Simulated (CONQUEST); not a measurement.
## CdTe under changes of volume

One of the cells (32.922 Å³/atom); the others are scaled copies at fixed shape and fractional positions:

```
CELL_PARAMETERS angstrom
4.53255 0.00000 0.00000
0.00000 4.53255 0.00000
0.00000 0.00000 6.41000
ATOMIC_POSITIONS crystal
Te 0.00000 0.50000 0.25000
Te 0.50000 0.00000 0.75000
Cd 0.00000 0.00000 0.00000
Cd 0.50000 0.50000 0.50000
```

- Program: CONQUEST 1.3
- Functional: PBEsol
- Potentials or basis: PseudoDojo NC PBEsol, DZP, grid of 48 × 48 × 60 points
- k mesh: 6 × 6 × 4
- Occupations: fermi-dirac, width 0.05 eV
- Spin: no spin polarisation

```csv
volume (Å³/atom),energy over the lowest point (meV/atom),pressure (GPa),gap on the mesh (eV)
30.947,61.53,6.0,1.21
31.605,39.82,4.6,1.13
32.263,23.33,3.4,1.06
32.922,11.58,2.3,0.99
33.580,4.09,1.4,0.92
34.239,?,?,?
34.897,0.00,-0.4,0.79
```

Q: What does the run at 34.239 Å³/atom give?

A: Energy over the lowest point 0.29 meV/atom; pressure 0.5 GPa; gap on the mesh 0.85 eV.

Worked out: A Birch-Murnaghan fit of order 3 (a polynomial in V^(-2/3)) to the other rows has its minimum at 34.64 Å³/atom with B0 = V·E''(V) = 41 GPa and B' = 4.8. It gives 0.34 meV/atom at 34.239 Å³/atom, against the run's 0.29, and -dE/dV = 0.5 GPa, against 0.5. A straight line through the other rows of the gap, of slope -3.48 eV per unit of ln V, gives 0.85 eV, against the run's 0.85.

Energies are extrapolated to zero smearing.

Caveats: spin-orbit coupling is left out, which moves the levels of the heavy elements; the basis of atomic orbitals isn't converged, which shifts pressures, moduli and gaps; the real-space grid breaks the cell's symmetry a little (some runs).

A mesh can miss the band edges.
